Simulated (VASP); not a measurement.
# C: relaxation of cell and atoms with vdW-DF-cx

The system is C.

```
CELL_PARAMETERS angstrom
0.00000 1.78337 1.78337
1.78337 0.00000 1.78337
1.78337 1.78337 0.00000
ATOMIC_POSITIONS crystal
C 0.75000 0.75000 0.75000
C 0.50000 0.50000 0.50000
```

This isn't the form of C at room conditions, which is graphite.

- Program: VASP 6.6.1
- Task: relaxation of cell and atoms
- Functional: vdW-DF-cx
- Potentials or basis: VASP PAW PBE potentials, release 64 (C)
- Cutoff: 600 eV
- k mesh: 13 × 13 × 13
- Occupations: fermi-dirac, width 0.05 eV
- Spin: no spin polarisation
- Further INCAR settings: ALGO = Normal; EDIFF = 1e-06; IBRION = 2; EDIFFG = -0.005; NSW = 60; ISIF = 3

| Property | Result |
| --- | --- |
| Pressure after relaxing | 0.0 GPa |
| Band gap on the k mesh | 4.10 eV, indirect (least direct gap 5.59 eV) |

Final structure:
```
CELL_PARAMETERS angstrom
0.00000 1.78337 1.78337
1.78337 0.00000 1.78337
1.78337 1.78337 0.00000
ATOMIC_POSITIONS crystal
C 0.75000 0.75000 0.75000
C 0.50000 0.50000 0.50000
```

Levels at points of the mesh, in eV from the valence-band top:
```
           k point  band 1  band 2  band 3  band 4  band 5  band 6  band 7  band 8
(0.00, 0.00, 0.00)  -21.48    0.00    0.00    0.00    5.59    5.59    5.59   13.38
```

It took 13 s on 1 thread of Intel(R) Xeon(R) Platinum 8559C (Emerald Rapids), with other jobs on the host, peak memory 0.22 GiB.

The cell as given is a measured one (5.67 Å³/atom); vdW-DF-cx puts the equilibrium volume +0.0 % from it, thermal expansion not counted.

Caveat: the relaxation stopped at its first step, so nothing moved; the PAW data sets were made with another functional, which shifts forces and pressure a little; an odd mesh through Γ misses points on the zone boundary, where band edges often lie.
